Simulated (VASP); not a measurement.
**TePb: RPA correlation energy with PBE**

TePb:

```
Pb Te
1.0
     3.94820    0.00000    0.00000
     0.00000    3.94820    0.00000
     0.00000    0.00000    3.94820
Pb Te
1 1
Direct
  0.00000 0.00000 0.00000
  0.50000 0.50000 0.50000
```

Measurements of this composition are mostly on another form, of space group No. 225.

The cell isn't the ideal one: volume scaled by 0.96.

```yaml
Program: VASP 6.6.1
Task: RPA correlation energy
Functional: PBE
Potentials_or_basis: VASP PAW PBE potentials, release 64 (Pb_d_GW, Te_GW)
Cutoff: 350 eV
k_mesh: 4 × 4 × 4
Occupations: gaussian, width 0.05 eV
Spin: no spin polarisation
Cutoff_of_the_response_function: 250
Frequency_points: 8
Further_INCAR_settings: ALGO = ACFDT; EDIFF = 1e-08; NBANDS = 925
```

```
Band gap on the k mesh, mean-field level : none (metal or under the smearing width)
RPA correlation energy                   : -14.026 eV/atom
RPA total energy per cell                : -41.184 eV
RPA correlation energy per cell          : -28.052 eV
```

Levels at points of the mesh, in eV from the Fermi level:
```tsv
k point	band 7	band 8	band 9	band 10	band 11	band 12	band 13	band 14	band 15
(0.00, 0.00, 0.00)	-12.50	-6.74	-1.73	-1.73	-1.73	3.89	3.89	5.42	5.42
(0.50, 0.00, 0.00)	-11.03	-9.31	-0.76	-0.21	-0.21	0.16	2.27	2.27	5.22
(0.50, 0.50, 0.00)	-10.21	-8.05	-4.69	-4.69	0.19	3.54	3.76	3.76	6.06
(0.50, 0.50, 0.50)	-9.80	-7.23	-2.66	-2.66	-2.66	-1.25	-1.25	-1.25	13.92
```

Wall time 52 min on 1 thread of Intel(R) Xeon(R) 6975P-C (Granite Rapids) (shared host), peak memory 1.2 GiB.

Caveat: the k mesh is coarse (spacing up to 0.40 Å⁻¹), so the values aren't converged; the ground state has no gap, which makes the many-body step unreliable. Spin-orbit coupling is left out, which matters for the levels of Pb, Te.
